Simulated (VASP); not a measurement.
# TiO2 (Rutile) in VASP: further runs

The runs below take TiO2 (Rutile) through single point, with PBEsol.

All numbers are computed with VASP 6.6.1; they aren't measurements. Logs are shortened: lines on timing, memory, paths and dates and some standing lists are left out, and cuts for length are marked.

### Step 1. The cell of the first run

The cell holds a slab with vacuum, 15 atoms: a = 2.939 Å, b = 4.591 Å, c = 25.978 Å, α = 90.00°, β = 90.00°, γ = 90.00°.

### Step 2. Single point, PBEsol ((1 0 0) slab, atoms relaxed)

The input, INCAR:

```
SYSTEM = TiO2
  PREC = Accurate
  ENCUT = 520
  EDIFF = 1E-6
  ISMEAR = 0
  SIGMA = 0.05
  LREAL = Auto
  LASPH = .TRUE.
  NELM = 100
  ALGO = Fast
  ISIF = 2
  LWAVE = .FALSE.
  LCHARG = .FALSE.
  LDIPOL = .TRUE.
  IDIPOL = 3
  DIPOL = 0.5 0.5 0.500
  GGA = PS
  NBANDS = 73
```

The input, KPOINTS:

```
Automatic mesh
0
G
  9 6 1
  0 0 0
```

The input, POSCAR:

```
TiO2
1.0
    2.9392264217      0.0000000000      0.0000000000
    0.0000000000      4.5908688271      0.0000000000
    0.0000000000      0.0000000000     25.9775928680
O Ti
10 5
Direct
    0.5000000000      0.1280462333      0.2868264875
    0.5000000000      0.7625766030      0.3548997146
    0.0000000000      0.2853507817      0.3775710293
    0.0000000000      0.6941357389      0.4449948967
    0.5000000000      0.1947729501      0.4658406892
    0.5000000000      0.8052273430      0.5341592652
    0.0000000000      0.3058644524      0.5550050734
    0.0000000000      0.7146492328      0.6224289333
    0.5000000000      0.2374232492      0.6451002626
    0.5000000000      0.8719534134      0.7131735079
    0.0000000000      0.0211067447      0.3246500007
    0.5000000000      0.5094260726      0.4108164860
    0.0000000000      0.0000001624      0.5000000338
    0.5000000000      0.4905739518      0.5891835781
    0.0000000000     -0.0211069293      0.6753500417
```

Potentials or basis: VASP PAW PBE potentials, release 64 (O, Ti_sv).

Started as:

```bash
cat potpaw_PBE.64/O/POTCAR potpaw_PBE.64/Ti_sv/POTCAR > POTCAR
mpirun -np 1 vasp_std > vasp.out
```

OUTCAR:

```text
SYSTEM = TiO2
   PREC = Accurate
   ENCUT = 520
   EDIFF = 1E-6
   ISMEAR = 0
   LREAL = Auto
   LASPH = .TRUE.
   NELM = 100
   ISIF = 2
   GGA = PS

 ion  position               nearest neighbor table
   1  0.500  0.128  0.287-  11 1.83  11 1.83
   2  0.500  0.763  0.355-  12 1.86  11 2.05  11 2.05
   3  0.000  0.285  0.378-  11 1.83  12 1.99  12 1.99
   4  0.000  0.694  0.445-  12 1.91  12 1.91  13 2.00
   5  0.500  0.195  0.466-  13 1.94  13 1.94  12 2.03
   6  0.500  0.805  0.534-  13 1.94  13 1.94  14 2.03
   7  0.000  0.306  0.555-  14 1.91  14 1.91  13 2.00
   8  0.000  0.715  0.622-  15 1.83  14 1.99  14 1.99
   9  0.500  0.237  0.645-  14 1.86  15 2.05  15 2.05
  10  0.500  0.872  0.713-  15 1.83  15 1.83
  11  0.000  0.021  0.325-   3 1.83   1 1.83   1 1.83   2 2.05   2 2.05
  12  0.500  0.509  0.411-   2 1.86   4 1.91   4 1.91   3 1.99   3 1.99   5 2.03
  13  0.000  0.000  0.500-   6 1.94   6 1.94   5 1.94   5 1.94   7 2.00   4 2.00
  14  0.500  0.491  0.589-   9 1.86   7 1.91   7 1.91   8 1.99   8 1.99   6 2.03
  15  0.000  0.979  0.675-   8 1.83  10 1.83  10 1.83   9 2.05   9 2.05

  LATTYP: Found a simple orthorhombic cell.
 ALAT       =     2.9392264217
 B/A-ratio  =     1.5619309874
 C/A-ratio  =     8.8382414761

  Lattice vectors:

 A1 = (   2.9392264217,   0.0000000000,   0.0000000000)
 A2 = (   0.0000000000,   4.5908688271,   0.0000000000)
 A3 = (   0.0000000000,   0.0000000000,  25.9775928680)

Analysis of symmetry for initial positions (statically):
=====================================================================
 Subroutine PRICEL returns:
 Original cell was already a primitive cell.

 Routine SETGRP: Setting up the symmetry group for a
 simple orthorhombic supercell.

 Subroutine GETGRP returns: Found  4 space group operations
 (whereof  4 operations were pure point group operations)
 out of a pool of  8 trial point group operations.

The static configuration has the point symmetry C_2h.

Analysis of symmetry for dynamics (positions and initial velocities):
=====================================================================
 Subroutine PRICEL returns:
 Original cell was already a primitive cell.

 Routine SETGRP: Setting up the symmetry group for a
 simple orthorhombic supercell.

 Subroutine GETGRP returns: Found  4 space group operations
 (whereof  4 operations were pure point group operations)
 out of a pool of  8 trial point group operations.

The dynamic configuration has the point symmetry C_2h.

 Subroutine INISYM returns: Found  4 space group operations
 (whereof  4 operations are pure point group operations),
 and found     1 'primitive' translations

----------------------------------------------------------------------------------------

                                     Primitive cell

  volume of cell :     350.5313

  direct lattice vectors                    reciprocal lattice vectors
     2.939226422  0.000000000  0.000000000     0.340225575  0.000000000  0.000000000
     0.000000000  4.590868827  0.000000000     0.000000000  0.217823693  0.000000000
     0.000000000  0.000000000 25.977592868     0.000000000  0.000000000  0.038494714

  length of vectors
     2.939226422  4.590868827 25.977592868     0.340225575  0.217823693  0.038494714

  position of ions in fractional coordinates (direct lattice)
     0.500000000  0.128046233  0.286826488
     0.500000000  0.762576603  0.354899715
     0.000000000  0.285350782  0.377571029
     0.000000000  0.694135739  0.444994897
     0.500000000  0.194772950  0.465840689
     0.500000000  0.805227343  0.534159265
     0.000000000  0.305864452  0.555005073
     0.000000000  0.714649233  0.622428933
     0.500000000  0.237423249  0.645100263
     0.500000000  0.871953413  0.713173508
     0.000000000  0.021106745  0.324650001
     0.500000000  0.509426073  0.410816486
     0.000000000  0.000000162  0.500000034
     0.500000000  0.490573952  0.589183578
     0.000000000  0.978893071  0.675350042

  ion indices of the primitive-cell ions
   primitive index   ion index
                 1           1
                 2           2
                 3           3
                 4           4
                 5           5
[... 31 lines left out ...]

 Subroutine IBZKPT returns following result:
 ===========================================

 Found     20 irreducible k-points:

 Following reciprocal coordinates:
            Coordinates               Weight
  0.000000  0.000000  0.000000      1.000000
  0.111111  0.000000  0.000000      2.000000
  0.222222  0.000000  0.000000      2.000000
  0.333333  0.000000  0.000000      2.000000
  0.444444  0.000000  0.000000      2.000000
  0.000000  0.166667  0.000000      2.000000
[... 12 lines left out ...]
  0.333333  0.500000  0.000000      2.000000
  0.444444  0.500000  0.000000      2.000000
   k-points           NKPTS =     20   k-points in BZ     NKDIM =     20   number of bands    NBANDS=     73
   number of dos      NEDOS =    301   number of ions     NIONS =     15
   total plane-waves  NPLWV = 169344
   dimension x,y,z NGX =    24 NGY =   36 NGZ =  196
   dimension x,y,z NGXF=    48 NGYF=   72 NGZF=  392
   ions per type =              10   5
   NGX,Y,Z   is equivalent  to a cutoff of  13.57, 13.04, 12.54 a.u.
   NGXF,Y,Z  is equivalent  to a cutoff of  27.15, 26.07, 25.09 a.u.
 SYSTEM =  TiO2
   PREC   = accura    normal or accurate (medium, high low for compatibility)
   ISTART =      0    job   : 0-new  1-cont  2-samecut
   ICHARG =      2    charge: 1-file 2-atom 10-const
   ISPIN  =      1    spin polarized calculation?
   LNONCOLLINEAR =      F non collinear calculations
   LSORBIT =      F    spin-orbit coupling
   LASPH  =      T    aspherical Exc in radial PAW
   ENCUT  =  520.0 eV  38.22 Ry    6.18 a.u.   5.47  8.54 48.30*2*pi/ulx,y,z
   NELM   =    100;   NELMIN=  2; NELMDL= -5     # of ELM steps
   EDIFF  = 0.1E-05   stopping-criterion for ELM
   LREAL  =      T    real-space projection
   EDIFFG = 0.1E-04   stopping-criterion for IOM
   NSW    =      0    number of steps for IOM
   IBRION =     -1    ionic relax: 0-MD 1-quasi-New 2-CG
   NFREE  =      0    steps in history (QN), initial steepest desc. (CG)
   ISIF   =      2    stress and relaxation
   ISYM   =      2    0-nonsym 1-usesym 2-fastsym
   POTIM  = 0.5000    time-step for ionic-motion
   TEBEG  =    0.0;   TEEND  =   0.0 temperature during run
   PSTRESS=    0.0 pullay stress
   NELECT =     120.0000    total number of electrons
   NUPDOWN=      -1.0000    fix difference up-down
   EMIN   =  10.00;   EMAX   =-10.00  energy-range for DOS
   EFERMI =   0.00;   METHOD = LEGACY
   ISMEAR =     0;   SIGMA  =   0.05  broadening in eV -4-tet -1-fermi 0-gaus
   EFERMI_NEDOS =   21; number of points for ismear=-14 and -15
   IALGO  =     68    algorithm
   IMIX   =      4    mixing-type and parameters
     AMIX     =   0.40;   BMIX     =  1.00
     AMIX_MAG =   1.60;   BMIX_MAG =  1.00
  volume/ion in A,a.u.               =      23.37       157.70
  Fermi-wavevector in a.u.,A,eV,Ry     =   1.145231  2.164172 17.844766  1.311553
  Thomas-Fermi vector in A             =   2.281920
   LORBIT       =      0    0 simple, 1 ext, 2 COOP (PROOUT), +10 PAW based schemes
   GGA     = PS    functional components
   LHFCALC =     F    Hartree Fock is set to
   AEXX    =    0.0000 exact exchange contribution
   IVDW    =     0    specifies the selected vdW correction
   LEPSILON=     F    determine dielectric tensor
   LRPA    =     F    only Hartree local field effects (RPA)
 non-spin polarized calculation
 RMM-DIIS sequential band-by-band and
 Gauss-broadening in eV      SIGMA  =   0.05
  energy-cutoff  :      520.00
  volume of cell :      350.53
 maximum number of plane-waves:      9491
 NGX is ok and might be reduce to    24
   NGX = 11   NGY = 17   NGZ = 97

 number of electron     119.9999991 magnetization

 dipolmoment           0.000000      0.000000     -0.000012 electrons x Angstroem

 Free energy of the ion-electron system (eV)
  ---------------------------------------------------
  ext. energy  EPLUGINS =         0.00000000
  ---------------------------------------------------
  free energy    TOTEN  =      -138.81881374 eV

  energy without entropy =     -138.81881374  energy(sigma->0) =     -138.81881374

 E-fermi :  -1.9609     XC(G=0):  -5.7154

 val. band max:       -2.1723109051   @ k =   0.0000   0.0000   0.0000
 cond. band min:      -0.1001878915   @ k =   0.0000   0.0000   0.0000
 fundamental gap:      2.0721230136
 Fermi energy:        -1.9608579802

 k-point     1 :       0.0000    0.0000    0.0000
  band No.  band energies     occupation
      1     -58.6132      2.00000
      2     -58.6122      2.00000
      3     -58.5744      2.00000
      4     -58.1268      2.00000
      5     -58.1267      2.00000
      6     -35.0568      2.00000
[... 1489 lines left out ...]
     71       1.7493      0.00000
     72       1.8260      0.00000
 [bands above 72 left out]

------------------------ aborting loop because EDIFF is reached ----------------------------------------

 vacuum level on the upper side and lower side of the slab       (xc-potential included)        -0.200        -0.200

  FORCE on cell =-STRESS in cart. coord.  units (eV):
  Direction    XX          YY          ZZ          XY          YZ          ZX
  --------------------------------------------------------------------------------------
  -------------------------------------------------------------------------------------
  Total       -1.8532894      3.0533402      0.6808320      0.0000000     -0.0636715      0.0000000
  in kB       -8.4708500     13.9559351      3.1118863      0.0000000     -0.2910240      0.0000000
  external PRESSURE =       2.8656571 kB  Pullay stress =       0.0000000 kB

 VOLUME and BASIS-vectors are now :
 -----------------------------------------------------------------------------
  energy-cutoff  :      520.00
  volume of cell :      350.53
      direct lattice vectors                 reciprocal lattice vectors
     2.939226422  0.000000000  0.000000000     0.340225575  0.000000000  0.000000000
     0.000000000  4.590868827  0.000000000     0.000000000  0.217823693  0.000000000
     0.000000000  0.000000000 25.977592868     0.000000000  0.000000000  0.038494714

 POSITION                                       TOTAL-FORCE (eV/Angst)
 -----------------------------------------------------------------------------------
      1.46961      0.58784      7.45106        -0.000000      0.048814     -0.099994
      1.46961      3.50089      9.21944        -0.000000      0.008490     -0.025678
      0.00000      1.31001      9.80839        -0.000000      0.018255      0.027558
      0.00000      3.18669     11.55990        -0.000000      0.025241      0.032834
      1.46961      0.89418     12.10142        -0.000000      0.029176     -0.027484
      1.46961      3.69669     13.87617        -0.000000     -0.029176      0.027484
      0.00000      1.40418     14.41770        -0.000000     -0.025241     -0.032834
      0.00000      3.28086     16.16921         0.000000     -0.018255     -0.027558
      1.46961      1.08998     16.75815        -0.000000     -0.008490      0.025678
      1.46961      4.00302     18.52653        -0.000000     -0.048814      0.099994
      0.00000      0.09690      8.43363         0.000000     -0.077335      0.005859
      1.46961      2.33871     10.67202        -0.000000     -0.032636      0.022912
      0.00000      0.00000     12.98880        -0.000000      0.000000      0.000000
      1.46961      2.25216     15.30557        -0.000000      0.032636     -0.022912
      0.00000      4.49397     17.54397        -0.000000      0.077335     -0.005859
 -----------------------------------------------------------------------------------
    total drift:                                0.000000      0.000570     -0.003978

  FREE ENERGIE OF THE ION-ELECTRON SYSTEM (eV)
  ---------------------------------------------------
  free  energy   TOTEN  =      -138.8188137385 eV

  energy  without entropy=     -138.8188137385  energy(sigma->0) =     -138.81881374

 vacuum level on the upper side and lower side of the slab         5.307         5.307
```

Wall time 23 min (1 thread of Intel Xeon Platinum 8488C (Sapphire Rapids), shared host); peak memory 0.57 GiB.

Results:

| Quantity | Value |
| --- | --- |
| Free energy | -138.8188 eV |
| Largest force | 0.111 eV/Å |
| Band gap on the k mesh | 2.07 eV, direct |

Forces in eV/Å, atoms in the order of the input:
```
O    0.000  0.049 -0.100
O    0.000  0.008 -0.026
O    0.000  0.018  0.028
O    0.000  0.025  0.033
O    0.000  0.029 -0.027
O    0.000 -0.029  0.027
O    0.000 -0.025 -0.033
O    0.000 -0.018 -0.028
O    0.000 -0.008  0.026
O    0.000 -0.049  0.100
Ti   0.000 -0.077  0.006
Ti   0.000 -0.033  0.023
Ti   0.000  0.000  0.000
Ti   0.000  0.033 -0.023
Ti   0.000  0.077 -0.006
```

Caveat: the PAW data sets were made with another functional, which shifts forces and pressure a little.

### Step 3. Single point, PBEsol ((1 0 0) slab cut from the bulk)

The input, INCAR:

```
ALGO = Fast
DIPOL = 0.5 0.5 0.500
EDIFF = 1E-7
ENCUT = 520
GGA = PS
IDIPOL = 3
ISIF = 2
ISMEAR = 0
LASPH = T
LCHARG = F
LDIPOL = T
LREAL = Auto
LWAVE = F
NBANDS = 73
NELM = 100
PREC = Accurate
SIGMA = 0.05
```

The input, KPOINTS:

```
k-points
0
Gamma
  9 6 1
```

The input, POSCAR:

```
TiO2
1.0
    2.9392264217      0.0000000000      0.0000000000
    0.0000000000      4.5908688271      0.0000000000
    0.0000000000      0.0000000000     25.9775928680
O Ti
10 5
Direct
    0.5000000000      0.1955899070      0.2887103527
    0.5000000000      0.8044100930      0.3578412850
    0.0000000000      0.3044100930      0.3770724433
    0.0000000000      0.6955899070      0.4462033756
    0.5000000000      0.1955899070      0.4654345339
    0.5000000000      0.8044100930      0.5345654661
    0.0000000000      0.3044100930      0.5537966244
    0.0000000000      0.6955899070      0.6229275567
    0.5000000000      0.1955899070      0.6421587150
    0.5000000000      0.8044100930      0.7112896473
    0.0000000000      0.0000000000      0.3232758189
    0.5000000000      0.5000000000      0.4116379094
    0.0000000000      0.0000000000      0.5000000000
    0.5000000000      0.5000000000      0.5883620906
    0.0000000000      0.0000000000      0.6767241811
```

Potentials or basis: VASP PAW PBE potentials, release 64 (O, Ti_sv).

Started as:

```bash
cat potpaw_PBE.64/O/POTCAR potpaw_PBE.64/Ti_sv/POTCAR > POTCAR
mpirun -np 1 vasp_std > vasp.out
```

Run time: 28 min. Hardware: 1 thread of Intel Xeon Platinum 8488C (Sapphire Rapids), shared host; peak memory 0.56 GiB.

Results (log left out):

```
Free energy            : -137.5359 eV
Largest force          : 3.841 eV/Å
Band gap on the k mesh : 2.08 eV, indirect (least direct gap 2.11 eV)
```

Forces in eV/Å, atoms in the order of the input:
```
O    0.000 -2.220  0.971
O    0.000 -1.116 -0.031
O    0.000 -0.493 -0.381
O    0.000 -0.068 -0.071
O    0.000 -0.023  0.023
O    0.000  0.023 -0.023
O    0.000  0.068  0.071
O    0.000  0.493  0.381
O    0.000  1.116  0.031
O    0.000  2.220 -0.971
Ti   0.000  3.800 -0.565
Ti   0.000  0.124 -0.035
Ti   0.000  0.000  0.000
Ti   0.000 -0.124  0.035
Ti   0.000 -3.800  0.565
```

Levels at points of the mesh, in eV from the valence-band top:
| k point | band 58 | band 59 | band 60 | band 61 | band 62 | band 63 |
| --- | --- | --- | --- | --- | --- | --- |
| (0.00, 0.00, 0.00) | -0.28 | -0.03 | 0.00 | 2.11 | 2.44 | 2.49 |
| (0.00, 0.50, 0.00) | -0.41 | -0.39 | -0.37 | 2.08 | 2.37 | 2.43 |

Caveat: the PAW data sets were made with another functional, which shifts forces and pressure a little.
